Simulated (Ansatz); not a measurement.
## Pb: the change of energy above lowest point and pressure with volume per atom

Results calculated with Ansatz 0.2.0 development build, not measured. Equation of state of a cubic crystal from periodic Kohn-Sham density functional theory without spin; pressure corrected for the finite basis.

Cell of the first row (space group Im-3m, No. 229):
```
cell vectors (Å)
  -1.9591     1.9591     1.9591
   1.9591    -1.9591     1.9591
   1.9591     1.9591    -1.9591
atoms (fractions of the cell vectors)
Pb  0.00000  0.00000  0.00000
```

Settings of every row: formula Pb; structure type bcc; functional PBE; spin treatment none; k mesh 13x13x13; occupation method fermi-dirac; occupation width 0.061225619 eV; wave cutoff 700 eV; datasets hard PAW; density cutoff ratio 4.

Limits: a cubic model structure, not a phase known at ambient conditions; modest k-mesh, values are not fully converged in k; no spin-orbit coupling with 6p elements; the SCF threshold is loose for a stress in some rows.

```csv
row,volume per atom (Å³),energy above lowest point (meV/atom),pressure (GPa)
1,30.079,?,?
2,30.719,5.78,1.618
3,31.358,1.17,0.707
4,31.998,0,-0.103
5,32.639,1.88,-0.826
6,33.278,6.5,-1.474
7,33.918,13.57,-2.059
```

Question: what energy above lowest point and pressure should row 1 give?

Worked fit of energy above lowest point. Take u = (V_r/V)^(2/3) − 1 with V_r = 32.319 Å³ an atom, which is twice the finite (Eulerian) strain; such expansions in the strain, on which the Birch-Murnaghan equation of state is built, carry the rest volume and the bulk modulus. The shown rows have u = 0.03443, 0.02033, 0.00668, -0.00655, -0.01931, -0.03168. Least squares give energy above lowest point = 0.576 − 144.03 × u + 8482.5 × u² + 2603 × u³ meV/atom; a parabola predicts inner rows, each left out in turn, worse (root mean square 0.031 against 0.0099 meV/atom). The rows lie off it by 0.00, -0.01, 0.01, 0.00, 0.00, 0.00. Its lowest point lies at u = 0.0085, or V = 31.91 Å³ an atom, and the curvature there gives the bulk modulus at fixed shape and fractions, B = (4/9)(1 + u)² E″(u)/V = 38.8 GPa. The withheld row has u = 0.04905, so the fit gives 0.576 − 144.03 × (0.04905) + 8482.5 × (0.04905)² + 2603 × (0.04905)³ = 14.23 meV/atom.

The calculation gave 14.25 meV/atom. The fit lies 0.02 meV/atom (0.14 % of the column's range) below it; its largest miss of a shown row is 0.01 meV/atom. This row lies beyond the range of the fit.

Worked fit of pressure. Take u = (V_r/V)^(2/3) − 1 with V_r = 32.319 Å³ an atom, which is twice the finite (Eulerian) strain; such expansions in the strain, on which the Birch-Murnaghan equation of state is built, carry the rest volume and the bulk modulus. The shown rows have u = 0.03443, 0.02033, 0.00668, -0.00655, -0.01931, -0.03168. Least squares give pressure = −0.4752 + 54.661 × u + 162.11 × u² + 467.6 × u³ GPa; a parabola predicts inner rows, each left out in turn, worse (root mean square 0.0056 against 0.00061 GPa). All shown rows lie on it to the printed digit. The pressure vanishes at u = 0.0085, or V = 31.91 Å³ an atom, and there the bulk modulus at fixed shape and fractions is B = −V dP/dV = (2/3)(1 + u) dP/du = 38.7 GPa. The withheld row has u = 0.04905, so the fit gives −0.4752 + 54.661 × (0.04905) + 162.11 × (0.04905)² + 467.6 × (0.04905)³ = 2.651 GPa.

The calculation gave 2.645 GPa. The fit lies 0.006 GPa (0.13 % of the column's range) above it; its largest miss of a shown row is 0.000 GPa. This row lies beyond the range of the fit.
